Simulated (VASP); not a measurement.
# TaC (Fm-3m) in VASP: relaxation of cell and atoms with PBE

Aim: the relaxation of cell and atoms of TaC with PBE.

All numbers are computed with VASP 6.6.1; they aren't measurements. Logs are shortened: lines on timing, memory, paths and dates and some standing lists are left out, and cuts for length are marked.

**1. The crystal as given**

The structure is cubic, space group Fm-3m (No. 225). The conventional cell has a = 4.446 Å, b = 4.446 Å, c = 4.446 Å, α = 90.00°, β = 90.00°, γ = 90.00°. Around Ta (site symmetry m-3m) lie 6 C at 2.22 Å. C (site symmetry m-3m) has 6 Ta at 2.22 Å as nearest neighbours.

**2. Relaxation of cell and atoms, PBE**

Contents of INCAR:

```
PREC     = Accurate       # precision mode
ENCUT    = 600            # plane-wave cutoff, eV
EDIFF    = 1E-7           # SCF threshold, eV
ISMEAR   = 0              # smearing method
SIGMA    = 0.1            # smearing width, eV
LREAL    = F              # projectors in reciprocal space
LASPH    = T              # aspherical terms in the spheres
NELM     = 80             # most SCF steps
ALGO     = Normal         # electronic algorithm
ISIF     = 3              # what is computed and relaxed
LWAVE    = F              # write WAVECAR
LCHARG   = F              # write CHGCAR
GGA      = PE             # functional
IBRION   = 2              # ionic algorithm
NSW      = 80             # ionic steps
EDIFFG   = -0.004         # ionic threshold
```

Contents of KPOINTS:

```
Automatic mesh
0
Gamma
  16 16 16
```

Contents of POSCAR:

```
TaC
1.0
    0.0000000000      2.2230000000      2.2230000000
    2.2230000000      0.0000000000      2.2230000000
    2.2230000000      2.2230000000      0.0000000000
Ta C
1 1
Direct
    0.0000000000      0.0000000000      0.0000000000
    0.5000000000      0.5000000000      0.5000000000
```

Potentials or basis: VASP PAW PBE potentials, release 64 (Ta_pv, C).

Launch:

```sh
cat potpaw_PBE.64/Ta_pv/POTCAR potpaw_PBE.64/C/POTCAR > POTCAR
mpirun -np 1 vasp_std > vasp.out
```

OUTCAR:

```text
PREC = Accurate
   ENCUT = 600
   EDIFF = 1E-7
   ISMEAR = 0
   LREAL = F
   LASPH = T
   NELM = 80
   ISIF = 3
   GGA = PE
   IBRION = 2
   NSW = 80
   EDIFFG = -0.004

 ion  position               nearest neighbor table
   1  0.000  0.000  0.000-   2 2.22   2 2.22   2 2.22   2 2.22   2 2.22   2 2.22
   2  0.500  0.500  0.500-   1 2.22   1 2.22   1 2.22   1 2.22   1 2.22   1 2.22

  LATTYP: Found a face centered cubic cell.
 ALAT       =     4.4460000000

  Lattice vectors:

 A1 = (   0.0000000000,   2.2230000000,   2.2230000000)
 A2 = (   2.2230000000,   0.0000000000,   2.2230000000)
 A3 = (   2.2230000000,   2.2230000000,   0.0000000000)

Analysis of symmetry for initial positions (statically):
=====================================================================
 Subroutine PRICEL returns:
 Original cell was already a primitive cell.

 Routine SETGRP: Setting up the symmetry group for a
 face centered cubic supercell.

 Subroutine GETGRP returns: Found 48 space group operations
 (whereof 48 operations were pure point group operations)
 out of a pool of 48 trial point group operations.

The static configuration has the point symmetry O_h .

Analysis of symmetry for dynamics (positions and initial velocities):
=====================================================================
 Subroutine PRICEL returns:
 Original cell was already a primitive cell.

 Routine SETGRP: Setting up the symmetry group for a
 face centered cubic supercell.

 Subroutine GETGRP returns: Found 48 space group operations
 (whereof 48 operations were pure point group operations)
 out of a pool of 48 trial point group operations.

The dynamic configuration has the point symmetry O_h .

 Subroutine INISYM returns: Found 48 space group operations
 (whereof 48 operations are pure point group operations),
 and found     1 'primitive' translations

----------------------------------------------------------------------------------------

                                     Primitive cell

  volume of cell :      21.9709

  direct lattice vectors                    reciprocal lattice vectors
     0.000000000  2.223000000  2.223000000    -0.224921278  0.224921278  0.224921278
     2.223000000  0.000000000  2.223000000     0.224921278 -0.224921278  0.224921278
     2.223000000  2.223000000  0.000000000     0.224921278  0.224921278 -0.224921278

  length of vectors
     3.143796749  3.143796749  3.143796749     0.389575080  0.389575080  0.389575080

  position of ions in fractional coordinates (direct lattice)
     0.000000000  0.000000000  0.000000000
     0.500000000  0.500000000  0.500000000

  ion indices of the primitive-cell ions
   primitive index   ion index
                 1           1
                 2           2

----------------------------------------------------------------------------------------

 KPOINTS: Automatic mesh

Automatic generation of k-mesh.
 Grid dimensions read from file:
 generate k-points for:   16   16   16

 Generating k-lattice:

  Cartesian coordinates                     Fractional coordinates (reciprocal lattice)
    -0.014057580  0.014057580  0.014057580     0.062500000  0.000000000  0.000000000
     0.014057580 -0.014057580  0.014057580     0.000000000  0.062500000  0.000000000
     0.014057580  0.014057580 -0.014057580     0.000000000  0.000000000  0.062500000

  Length of vectors
     0.024348443  0.024348443  0.024348443

  Shift w.r.t. Gamma in fractional coordinates (k-lattice)
     0.000000000  0.000000000  0.000000000

 Subroutine IBZKPT returns following result:
 ===========================================

 Found    145 irreducible k-points:

 Following reciprocal coordinates:
            Coordinates               Weight
  0.000000  0.000000  0.000000      1.000000
  0.062500  0.000000  0.000000      8.000000
  0.125000  0.000000  0.000000      8.000000
  0.187500  0.000000  0.000000      8.000000
  0.250000  0.000000  0.000000      8.000000
  0.312500  0.000000  0.000000      8.000000
[... 16 lines left out ...]
 -0.125000  0.062500  0.000000     24.000000
 -0.062500  0.062500  0.000000     12.000000
 [... further k-points ...]
   k-points           NKPTS =    145   k-points in BZ     NKDIM =    145   number of bands    NBANDS=     11
   number of dos      NEDOS =    301   number of ions     NIONS =      2
   total plane-waves  NPLWV =  21952
   dimension x,y,z NGX =    28 NGY =   28 NGZ =   28
   dimension x,y,z NGXF=    56 NGYF=   56 NGZF=   56
   ions per type =               1   1
   NGX,Y,Z   is equivalent  to a cutoff of  14.81, 14.81, 14.81 a.u.
   NGXF,Y,Z  is equivalent  to a cutoff of  29.61, 29.61, 29.61 a.u.
 SYSTEM =  unknown system
   PREC   = accura    normal or accurate (medium, high low for compatibility)
   ISTART =      0    job   : 0-new  1-cont  2-samecut
   ICHARG =      2    charge: 1-file 2-atom 10-const
   ISPIN  =      1    spin polarized calculation?
   LNONCOLLINEAR =      F non collinear calculations
   LSORBIT =      F    spin-orbit coupling
   LASPH  =      T    aspherical Exc in radial PAW
   ENCUT  =  600.0 eV  44.10 Ry    6.64 a.u.   6.28  6.28  6.28*2*pi/ulx,y,z
   NELM   =     80;   NELMIN=  2; NELMDL= -5     # of ELM steps
   EDIFF  = 0.1E-06   stopping-criterion for ELM
   LREAL  =      F    real-space projection
   EDIFFG = -.4E-02   stopping-criterion for IOM
   NSW    =     80    number of steps for IOM
   IBRION =      2    ionic relax: 0-MD 1-quasi-New 2-CG
   NFREE  =      1    steps in history (QN), initial steepest desc. (CG)
   ISIF   =      3    stress and relaxation
   ISYM   =      2    0-nonsym 1-usesym 2-fastsym
   POTIM  = 0.5000    time-step for ionic-motion
   TEBEG  =    0.0;   TEEND  =   0.0 temperature during run
   PSTRESS=    0.0 pullay stress
   NELECT =      15.0000    total number of electrons
   NUPDOWN=      -1.0000    fix difference up-down
   EMIN   =  10.00;   EMAX   =-10.00  energy-range for DOS
   EFERMI =   0.00;   METHOD = LEGACY
   ISMEAR =     0;   SIGMA  =   0.10  broadening in eV -4-tet -1-fermi 0-gaus
   EFERMI_NEDOS =   21; number of points for ismear=-14 and -15
   IALGO  =     38    algorithm
   IMIX   =      4    mixing-type and parameters
     AMIX     =   0.40;   BMIX     =  1.00
     AMIX_MAG =   1.60;   BMIX_MAG =  1.00
  volume/ion in A,a.u.               =      10.99        74.13
  Fermi-wavevector in a.u.,A,eV,Ry     =   1.441526  2.724089 28.272865  2.077997
  Thomas-Fermi vector in A             =   2.560148
   LORBIT       =      0    0 simple, 1 ext, 2 COOP (PROOUT), +10 PAW based schemes
   GGA     = PE    functional components
   LHFCALC =     F    Hartree Fock is set to
   AEXX    =    0.0000 exact exchange contribution
   IVDW    =     0    specifies the selected vdW correction
   LEPSILON=     F    determine dielectric tensor
   LRPA    =     F    only Hartree local field effects (RPA)
 conjugate gradient relaxation of ions
 non-spin polarized calculation
 Gauss-broadening in eV      SIGMA  =   0.10
  energy-cutoff  :      600.00
  volume of cell :       21.97
 maximum number of plane-waves:       754
 NGX is ok and might be reduce to    28
   NGX = 13   NGY = 13   NGZ = 13

--------------------------------------- Ionic step        1  -------------------------------------------

 number of electron      14.9999999 magnetization

 Free energy of the ion-electron system (eV)
  ---------------------------------------------------
  ext. energy  EPLUGINS =         0.00000000
  ---------------------------------------------------
  free energy    TOTEN  =       -22.19771127 eV

  energy without entropy =      -22.19609836  energy(sigma->0) =      -22.19690481

------------------------ aborting loop because EDIFF is reached ----------------------------------------

  FORCE on cell =-STRESS in cart. coord.  units (eV):
  Direction    XX          YY          ZZ          XY          YZ          ZX
  --------------------------------------------------------------------------------------
  -------------------------------------------------------------------------------------
  Total        1.0054182      1.0054182      1.0054182     -0.0000000      0.0000000      0.0000000
  in kB       73.3177147     73.3177147     73.3177147     -0.0000000      0.0000000      0.0000000
  external PRESSURE =      73.3177147 kB  Pullay stress =       0.0000000 kB
[... 93 lines left out ...]
  energy  without entropy=      -22.2067727238  energy(sigma->0) =      -22.20760076

--------------------------------------- Ionic step        4  -------------------------------------------

 number of electron      15.0000001 magnetization

 Free energy of the ion-electron system (eV)
  ---------------------------------------------------
  ext. energy  EPLUGINS =         0.00000000
  ---------------------------------------------------
  free energy    TOTEN  =       -22.20843198 eV

  energy without entropy =      -22.20677683  energy(sigma->0) =      -22.20760441

 E-fermi :   8.2211     XC(G=0): -13.1226

 val. band max:        8.1951556126   @ k =   0.4375   0.1875   0.0625
 cond. band min:       8.2414748074   @ k =   0.1250   0.0625   0.0000
 fundamental gap:      0.0463191948
 Fermi energy:         8.2211113764

 k-point     1 :       0.0000    0.0000    0.0000
  band No.  band energies     occupation
      1     -26.8758      2.00000
      2     -26.8758      2.00000
      3     -26.8758      2.00000
      4      -6.4700      2.00000
      5       6.9347      2.00000
      6       6.9347      2.00000
      7       6.9347      2.00000
      8       7.7711      2.00000
      9       7.7711      2.00000
     10       7.7711      2.00000
     11       8.8772      0.00000
[... 309 lines left out ...]
 k-point    24 :      -0.0625    0.0625    0.0000
  band No.  band energies     occupation
      1     -26.9404      2.00000
      2     -26.8941      2.00000
      3     -26.8780      2.00000
      4      -6.1855      2.00000
      5       5.8206      2.00000
      6       6.0175      2.00000
      7       6.1402      2.00000
      8       7.1003      2.00000
      9       7.9835      1.99922
     10       8.5606      0.00000
     11       9.8314      0.00000

 [... further k-points ...]

------------------------ aborting loop because EDIFF is reached ----------------------------------------

  FORCE on cell =-STRESS in cart. coord.  units (eV):
  Direction    XX          YY          ZZ          XY          YZ          ZX
  --------------------------------------------------------------------------------------
  -------------------------------------------------------------------------------------
  Total        0.0026813      0.0026813      0.0026813      0.0000000      0.0000000      0.0000000
  in kB        0.1913734      0.1913734      0.1913734      0.0000000      0.0000000      0.0000000
  external PRESSURE =       0.1913734 kB  Pullay stress =       0.0000000 kB
[... 17 lines left out ...]
  FREE ENERGIE OF THE ION-ELECTRON SYSTEM (eV)
  ---------------------------------------------------
  free  energy   TOTEN  =       -22.2084319834 eV

  energy  without entropy=      -22.2067768304  energy(sigma->0) =      -22.20760441

 reached required accuracy - stopping structural energy minimisation
```

It took 72 s on 1 thread of Intel Xeon Platinum 8488C (Sapphire Rapids), shared host; peak memory 0.2 GiB.

What came out:

```yaml
Free_energy: -22.2084 eV
Relaxed_volume: 11.22 Å³/atom
Relaxed_cell: a = 3.166 Å, b = 3.166 Å, c = 3.166 Å, α = 60.00°, β = 60.00°, γ = 60.00°
Space_group_after_relaxing_to_0.05_Å: Fm-3m (No. 225)
Energy_gained_by_relaxing: 5.4 meV/atom
Ionic_steps: 4
Pressure_after_relaxing: 0.0 GPa
Band_gap_on_the_k_mesh: none (metal or under the smearing width)
```

Step by step:
| step | energy change (eV) | largest force (eV/Å) | pressure (GPa) | volume (Å³) |
| --- | --- | --- | --- | --- |
| 1 | 0.0000 | 0.0000 | 7.33 | 21.97 |
| 2 | 0.0448 | 0.0000 | -14.68 | 23.61 |
| 3 | -0.0107 | 0.0000 | -0.11 | 22.46 |
| 4 | -0.0107 | 0.0000 | 0.02 | 22.45 |

Final structure:
```yaml
crystal:
  lattice:
    - [0.00000, 2.23898, 2.23898]
    - [2.23898, 0.00000, 2.23898]
    - [2.23898, 2.23898, 0.00000]
  atoms:
    - { symbol: Ta, position: [0.00000, 0.00000, 0.00000] }
    - { symbol: C, position: [0.50000, 0.50000, 0.50000] }
```

The run has no spin-orbit coupling, so splittings on Ta are missing. Zero-point motion and thermal expansion aren't in these numbers.
